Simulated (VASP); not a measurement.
# PbSe (Fm-3m) in VASP: a series of runs

Runs on PbSe. Level: PBEsol. Tasks: relaxation of cell and atoms.

Everything below comes from runs of VASP 6.6.1. Logs are shortened: lines on timing, memory, paths and dates and some standing lists are left out, and cuts for length are marked.

## Step 1: Starting point

The structure is cubic, space group Fm-3m (No. 225). The conventional cell has a = 6.121 Å, b = 6.121 Å, c = 6.121 Å, α = 90.00°, β = 90.00°, γ = 90.00°. Pb (site symmetry m-3m) is surrounded by 6 Se at 3.06 Å. Se (site symmetry m-3m) is surrounded by 6 Pb at 3.06 Å.

## Step 2: Relaxation of cell and atoms, PBEsol

INCAR

```
PREC = Accurate ; ENCUT = 600
EDIFF = 1E-6 ; ISMEAR = 0
SIGMA = 0.03 ; LREAL = F
LASPH = T ; NELM = 80
ALGO = Normal ; ISIF = 3
LWAVE = F ; LCHARG = F
GGA = PS ; IBRION = 2
NSW = 90 ; EDIFFG = -0.01
```

KPOINTS

```
regular mesh
0
Gamma
  10 10 10
```

POSCAR

```
PbSe
1.0
    0.0000000000      3.0606500000      3.0606500000
    3.0606500000      0.0000000000      3.0606500000
    3.0606500000      3.0606500000      0.0000000000
Pb Se
1 1
Direct
    0.0000000000      0.0000000000      0.0000000000
    0.5000000000      0.5000000000      0.5000000000
```

Potentials or basis: VASP PAW PBE potentials, release 64 (Pb_d, Se).

Started as:

```console
$ cat potpaw_PBE.64/Pb_d/POTCAR potpaw_PBE.64/Se/POTCAR > POTCAR
$ mpirun -np 1 vasp_std > vasp.out
```

OUTCAR:

```text
PREC = Accurate
   ENCUT = 600
   EDIFF = 1E-6
   ISMEAR = 0
   LREAL = F
   LASPH = T
   NELM = 80
   ISIF = 3
   GGA = PS
   IBRION = 2
   NSW = 90
   EDIFFG = -0.01

 ion  position               nearest neighbor table
   1  0.000  0.000  0.000-   2 3.06   2 3.06   2 3.06   2 3.06   2 3.06   2 3.06
   2  0.500  0.500  0.500-   1 3.06   1 3.06   1 3.06   1 3.06   1 3.06   1 3.06

  LATTYP: Found a face centered cubic cell.
 ALAT       =     6.1213000000

  Lattice vectors:

 A1 = (   0.0000000000,   3.0606500000,   3.0606500000)
 A2 = (   3.0606500000,   0.0000000000,   3.0606500000)
 A3 = (   3.0606500000,   3.0606500000,   0.0000000000)

Analysis of symmetry for initial positions (statically):
=====================================================================
 Subroutine PRICEL returns:
 Original cell was already a primitive cell.

 Routine SETGRP: Setting up the symmetry group for a
 face centered cubic supercell.

 Subroutine GETGRP returns: Found 48 space group operations
 (whereof 48 operations were pure point group operations)
 out of a pool of 48 trial point group operations.

The static configuration has the point symmetry O_h .

Analysis of symmetry for dynamics (positions and initial velocities):
=====================================================================
 Subroutine PRICEL returns:
 Original cell was already a primitive cell.

 Routine SETGRP: Setting up the symmetry group for a
 face centered cubic supercell.

 Subroutine GETGRP returns: Found 48 space group operations
 (whereof 48 operations were pure point group operations)
 out of a pool of 48 trial point group operations.

The dynamic configuration has the point symmetry O_h .

 Subroutine INISYM returns: Found 48 space group operations
 (whereof 48 operations are pure point group operations),
 and found     1 'primitive' translations

----------------------------------------------------------------------------------------

                                     Primitive cell

  volume of cell :      57.3418

  direct lattice vectors                    reciprocal lattice vectors
     0.000000000  3.060650000  3.060650000    -0.163363991  0.163363991  0.163363991
     3.060650000  0.000000000  3.060650000     0.163363991 -0.163363991  0.163363991
     3.060650000  3.060650000  0.000000000     0.163363991  0.163363991 -0.163363991

  length of vectors
[... 105 lines left out ...]
  Thomas-Fermi vector in A             =   2.289028
   LORBIT       =      0    0 simple, 1 ext, 2 COOP (PROOUT), +10 PAW based schemes
   GGA     = PS    functional components
   LHFCALC =     F    Hartree Fock is set to
   AEXX    =    0.0000 exact exchange contribution
   IVDW    =     0    specifies the selected vdW correction
   LEPSILON=     F    determine dielectric tensor
   LRPA    =     F    only Hartree local field effects (RPA)
 conjugate gradient relaxation of ions
 non-spin polarized calculation
 Gauss-broadening in eV      SIGMA  =   0.03
  energy-cutoff  :      600.00
  volume of cell :       57.34
 maximum number of plane-waves:      1936
   NGX = 17   NGY = 17   NGZ = 17

--------------------------------------- Ionic step        1  -------------------------------------------

 number of electron      20.0000001 magnetization

 Free energy of the ion-electron system (eV)
  ---------------------------------------------------
  ext. energy  EPLUGINS =         0.00000000
  ---------------------------------------------------
  free energy    TOTEN  =        -8.91618125 eV

  energy without entropy =       -8.91618125  energy(sigma->0) =       -8.91618125

------------------------ aborting loop because EDIFF is reached ----------------------------------------

  FORCE on cell =-STRESS in cart. coord.  units (eV):
  Direction    XX          YY          ZZ          XY          YZ          ZX
  --------------------------------------------------------------------------------------
  -------------------------------------------------------------------------------------
  Total       -0.1603103     -0.1603103     -0.1603103      0.0000000      0.0000000     -0.0000000
  in kB       -4.4792048     -4.4792048     -4.4792048      0.0000000      0.0000000     -0.0000000
  external PRESSURE =      -4.4792048 kB  Pullay stress =       0.0000000 kB
[... 59 lines left out ...]
--------------------------------------- Ionic step        3  -------------------------------------------

 number of electron      20.0000000 magnetization

 Free energy of the ion-electron system (eV)
  ---------------------------------------------------
  ext. energy  EPLUGINS =         0.00000000
  ---------------------------------------------------
  free energy    TOTEN  =        -8.91683455 eV

  energy without entropy =       -8.91683452  energy(sigma->0) =       -8.91683453

 E-fermi :   5.1072     XC(G=0):  -9.7568

 val. band max:        5.0200105245   @ k =   0.5000   0.0000   0.0000
 cond. band min:       5.1944280190   @ k =   0.5000   0.0000   0.0000
 fundamental gap:      0.1744174945
 Fermi energy:         5.1072196136

 k-point     1 :       0.0000    0.0000    0.0000
  band No.  band energies     occupation
      1     -11.7468      2.00000
      2     -11.7468      2.00000
      3     -11.7468      2.00000
      4     -11.7456      2.00000
      5     -11.7456      2.00000
      6      -8.6633      2.00000
      7      -1.3053      2.00000
      8       3.1057      2.00000
      9       3.1057      2.00000
     10       3.1057      2.00000
     11       9.7081      0.00000
     12       9.7081      0.00000
     13       9.7081      0.00000
     14      11.4436      0.00000
[... 377 lines left out ...]
      1     -11.8395      2.00000
      2     -11.7595      2.00000
      3     -11.7337      2.00000
      4     -11.7113      2.00000
      5     -11.7087      2.00000
      6      -7.5444      2.00000
      7      -2.7351      2.00000
      8       1.4740      2.00000
      9       2.0541      2.00000
     10       2.1823      2.00000
     11       8.7952      0.00000
     12       9.1597      0.00000
     13       9.8324      0.00000
     14      10.1782      0.00000

 [... further k-points ...]

------------------------ aborting loop because EDIFF is reached ----------------------------------------

  FORCE on cell =-STRESS in cart. coord.  units (eV):
  Direction    XX          YY          ZZ          XY          YZ          ZX
  --------------------------------------------------------------------------------------
  -------------------------------------------------------------------------------------
  Total        0.0004503      0.0004503      0.0004503     -0.0000000     -0.0000000     -0.0000000
  in kB        0.0126862      0.0126862      0.0126862     -0.0000000     -0.0000000     -0.0000000
  external PRESSURE =       0.0126862 kB  Pullay stress =       0.0000000 kB
[... 17 lines left out ...]
  FREE ENERGIE OF THE ION-ELECTRON SYSTEM (eV)
  ---------------------------------------------------
  free  energy   TOTEN  =        -8.9168345464 eV

  energy  without entropy=       -8.9168345175  energy(sigma->0) =       -8.91683453

 reached required accuracy - stopping structural energy minimisation
```

Run time: 63 s. Hardware: 1 thread of Intel Xeon Platinum 8259CL at 2.50GHz (Skylake/Cascade Lake), shared host; peak memory 0.23 GiB.

Results:

- Free energy: -8.9168 eV
- Relaxed volume: 28.44 Å³/atom
- Relaxed cell: a = 4.317 Å, b = 4.317 Å, c = 4.317 Å, α = 60.00°, β = 60.00°, γ = 60.00°
- Space group after relaxing (to 0.05 Å): Fm-3m (No. 225)
- Energy gained by relaxing: 0.3 meV/atom
- Ionic steps: 3
- Pressure after relaxing: 0.0 GPa
- Band gap on the k mesh: 0.17 eV, direct

Step by step:
| step | energy change (eV) | largest force (eV/Å) | pressure (GPa) | volume (Å³) |
| --- | --- | --- | --- | --- |
| 1 | 0.0000 | 0.0000 | -0.45 | 57.34 |
| 2 | -0.0005 | 0.0000 | 0.18 | 56.68 |
| 3 | -0.0007 | 0.0000 | 0.00 | 56.87 |

Final structure:
```
Pb Se
1.0
     0.00000    3.05226    3.05226
     3.05226    0.00000    3.05226
     3.05226    3.05226    0.00000
Pb Se
1 1
Cartesian
  0.0000 0.0000 0.0000
  3.0523 3.0523 3.0523
```

Caveat: the PAW data sets were made with another functional, which shifts forces and pressure a little; spin-orbit coupling is left out, which as a rule narrows the gap of such compounds by several tenths of an eV.

## Step 3: Relaxation of cell and atoms, PBEsol

This run uses another cell than the first one, of 28.44 Å³/atom, 0.992 times its volume.

INCAR

```
PREC = Accurate ; ENCUT = 600
EDIFF = 1E-7 ; ISMEAR = 0
SIGMA = 0.03 ; LREAL = F
LASPH = T ; NELM = 80
ALGO = Normal ; ISIF = 3
LWAVE = F ; LCHARG = F
GGA = PS ; IBRION = 2
NSW = 90 ; EDIFFG = -0.005
```

KPOINTS is that of step 2.

POSCAR

```
PbSe                                    
1.0
    0.0000000000      3.0522591322      3.0522591322
    3.0522591322      0.0000000000      3.0522591322
    3.0522591322      3.0522591322      0.0000000000
  Pb              Se            
     1     1
Direct
     0.0000000000000000    0.0000000000000000    0.0000000000000000
     0.5000000000000000    0.5000000000000000    0.5000000000000000
```

Potentials or basis: VASP PAW PBE potentials, release 64 (Pb_d, Se).

Started as:

```console
$ cat potpaw_PBE.64/Pb_d/POTCAR potpaw_PBE.64/Se/POTCAR > POTCAR
$ mpirun -np 1 vasp_std > vasp.out
```

OUTCAR:

```text
PREC = Accurate
   ENCUT = 600
   EDIFF = 1E-7
   ISMEAR = 0
   LREAL = F
   LASPH = T
   NELM = 80
   ISIF = 3
   GGA = PS
   IBRION = 2
   NSW = 90
   EDIFFG = -0.005

 ion  position               nearest neighbor table
   1  0.000  0.000  0.000-   2 3.05   2 3.05   2 3.05   2 3.05   2 3.05   2 3.05
   2  0.500  0.500  0.500-   1 3.05   1 3.05   1 3.05   1 3.05   1 3.05   1 3.05

  LATTYP: Found a face centered cubic cell.
 ALAT       =     6.1045182644

  Lattice vectors:

 A1 = (   0.0000000000,   3.0522591322,   3.0522591322)
 A2 = (   3.0522591322,   0.0000000000,   3.0522591322)
 A3 = (   3.0522591322,   3.0522591322,   0.0000000000)

Analysis of symmetry for initial positions (statically):
=====================================================================
 Subroutine PRICEL returns:
 Original cell was already a primitive cell.

 Routine SETGRP: Setting up the symmetry group for a
 face centered cubic supercell.

 Subroutine GETGRP returns: Found 48 space group operations
 (whereof 48 operations were pure point group operations)
 out of a pool of 48 trial point group operations.

The static configuration has the point symmetry O_h .

Analysis of symmetry for dynamics (positions and initial velocities):
=====================================================================
 Subroutine PRICEL returns:
 Original cell was already a primitive cell.

 Routine SETGRP: Setting up the symmetry group for a
 face centered cubic supercell.

 Subroutine GETGRP returns: Found 48 space group operations
 (whereof 48 operations were pure point group operations)
 out of a pool of 48 trial point group operations.

The dynamic configuration has the point symmetry O_h .

 Subroutine INISYM returns: Found 48 space group operations
 (whereof 48 operations are pure point group operations),
 and found     1 'primitive' translations

----------------------------------------------------------------------------------------

                                     Primitive cell

  volume of cell :      56.8714

[... 121 lines left out ...]
 Gauss-broadening in eV      SIGMA  =   0.03
  energy-cutoff  :      600.00
  volume of cell :       56.87
 maximum number of plane-waves:      1917
   NGX = 17   NGY = 17   NGZ = 17

 number of electron      20.0000000 magnetization

 Free energy of the ion-electron system (eV)
  ---------------------------------------------------
  ext. energy  EPLUGINS =         0.00000000
  ---------------------------------------------------
  free energy    TOTEN  =        -8.91679604 eV

  energy without entropy =       -8.91679601  energy(sigma->0) =       -8.91679603

 E-fermi :   5.1073     XC(G=0):  -9.7567

 val. band max:        5.0200589135   @ k =   0.5000   0.0000   0.0000
 cond. band min:       5.1945183314   @ k =   0.5000   0.0000   0.0000
 fundamental gap:      0.1744594179
 Fermi energy:         5.1072887397

 k-point     1 :       0.0000    0.0000    0.0000
  band No.  band energies     occupation
      1     -11.7469      2.00000
      2     -11.7469      2.00000
      3     -11.7469      2.00000
      4     -11.7457      2.00000
      5     -11.7457      2.00000
      6      -8.6633      2.00000
      7      -1.3052      2.00000
      8       3.1057      2.00000
      9       3.1057      2.00000
     10       3.1057      2.00000
     11       9.7082      0.00000
     12       9.7082      0.00000
     13       9.7082      0.00000
     14      11.4436      0.00000
[... 377 lines left out ...]
      1     -11.8395      2.00000
      2     -11.7596      2.00000
      3     -11.7338      2.00000
      4     -11.7114      2.00000
      5     -11.7088      2.00000
      6      -7.5444      2.00000
      7      -2.7350      2.00000
      8       1.4740      2.00000
      9       2.0541      2.00000
     10       2.1824      2.00000
     11       8.7953      0.00000
     12       9.1598      0.00000
     13       9.8325      0.00000
     14      10.1782      0.00000

 [... further k-points ...]

------------------------ aborting loop because EDIFF is reached ----------------------------------------

  FORCE on cell =-STRESS in cart. coord.  units (eV):
  Direction    XX          YY          ZZ          XY          YZ          ZX
  --------------------------------------------------------------------------------------
  -------------------------------------------------------------------------------------
  Total       -0.0013240     -0.0013240     -0.0013240     -0.0000000      0.0000000     -0.0000000
  in kB       -0.0372984     -0.0372984     -0.0372984     -0.0000000      0.0000000     -0.0000000
  external PRESSURE =      -0.0372984 kB  Pullay stress =       0.0000000 kB

 VOLUME and BASIS-vectors are now :
 -----------------------------------------------------------------------------
  energy-cutoff  :      600.00
  volume of cell :       56.87
      direct lattice vectors                 reciprocal lattice vectors
     0.000000000  3.052259132  3.052259132    -0.163813090  0.163813090  0.163813090
     3.052259132  0.000000000  3.052259132     0.163813090 -0.163813090  0.163813090
     3.052259132  3.052259132  0.000000000     0.163813090  0.163813090 -0.163813090

 POSITION                                       TOTAL-FORCE (eV/Angst)
 -----------------------------------------------------------------------------------
      0.00000      0.00000      0.00000         0.000000      0.000000     -0.000000
      3.05226      3.05226      3.05226         0.000000      0.000000      0.000000
 -----------------------------------------------------------------------------------
    total drift:                               -0.000000      0.000000      0.000000

  FREE ENERGIE OF THE ION-ELECTRON SYSTEM (eV)
  ---------------------------------------------------
  free  energy   TOTEN  =        -8.9167960415 eV

  energy  without entropy=       -8.9167960127  energy(sigma->0) =       -8.91679603

 reached required accuracy - stopping structural energy minimisation
```

OSZICAR:

```text
N       E                     dE             d eps       ncg     rms          rms(c)
DAV:   1     0.164243928747E+03    0.16424E+03   -0.10405E+04  1316   0.161E+03
DAV:   2     0.467389945640E+01   -0.15957E+03   -0.15578E+03  1334   0.365E+02
DAV:   3    -0.885670209761E+01   -0.13531E+02   -0.13027E+02  1816   0.109E+02
DAV:   4    -0.916827463292E+01   -0.31157E+00   -0.31139E+00  1374   0.190E+01
DAV:   5    -0.917853543575E+01   -0.10261E-01   -0.10261E-01  1922   0.358E+00    0.267E+00
DAV:   6    -0.892366472693E+01    0.25487E+00   -0.66654E-01  1914   0.701E+00    0.152E+00
DAV:   7    -0.891640115424E+01    0.72636E-02   -0.10633E-01  1490   0.192E+00    0.798E-01
DAV:   8    -0.891708459709E+01   -0.68344E-03   -0.10489E-02  1520   0.136E+00    0.117E-01
DAV:   9    -0.891676923650E+01    0.31536E-03   -0.20860E-03  1988   0.517E-01    0.467E-02
DAV:  10    -0.891679773397E+01   -0.28497E-04   -0.13663E-04  1406   0.866E-02    0.163E-02
DAV:  11    -0.891679599914E+01    0.17348E-05   -0.33774E-05  1858   0.703E-02    0.455E-03
DAV:  12    -0.891679606930E+01   -0.70163E-07   -0.24772E-06  1676   0.182E-02    0.156E-03
DAV:  13    -0.891679604152E+01    0.27777E-07   -0.78206E-08   904   0.453E-03
   1 F= -.89167960E+01 E0= -.89167960E+01  d E =-.891680E+01
```

It took 34 s on 1 thread of Intel Xeon Platinum 8259CL at 2.50GHz (Skylake/Cascade Lake), shared host; peak memory 0.23 GiB.

What came out:

* Free energy: -8.9168 eV
* Pressure after relaxing: 0.0 GPa
* Band gap on the k mesh: 0.17 eV, direct

Final structure:
```xyz
2
Lattice="0.0000 3.0523 3.0523 3.0523 0.0000 3.0523 3.0523 3.0523 0.0000" Properties=species:S:1:pos:R:3 pbc="T T T"
Pb    0.0000    0.0000    0.0000
Se    3.0523    3.0523    3.0523
```

Levels at points of the mesh, in eV from the valence-band top:
```csv
k point,band 6,band 7,band 8,band 9,band 10,band 11,band 12,band 13,band 14
"(0.00, 0.00, 0.00)",-13.68,-6.33,-1.91,-1.91,-1.91,4.69,4.69,4.69,6.42
"(0.50, 0.00, 0.00)",-12.59,-8.89,-1.50,-1.50,0.00,0.17,1.63,1.63,8.42
"(0.50, 0.50, 0.00)",-12.20,-7.43,-5.10,-3.31,-3.31,3.54,5.61,5.61,6.04
```

Caveat: the relaxation stopped at its first step, so nothing moved; the PAW data sets were made with another functional, which shifts forces and pressure a little; spin-orbit coupling is left out, which as a rule narrows the gap of such compounds by several tenths of an eV.

(Continued in part 2 of 2.)
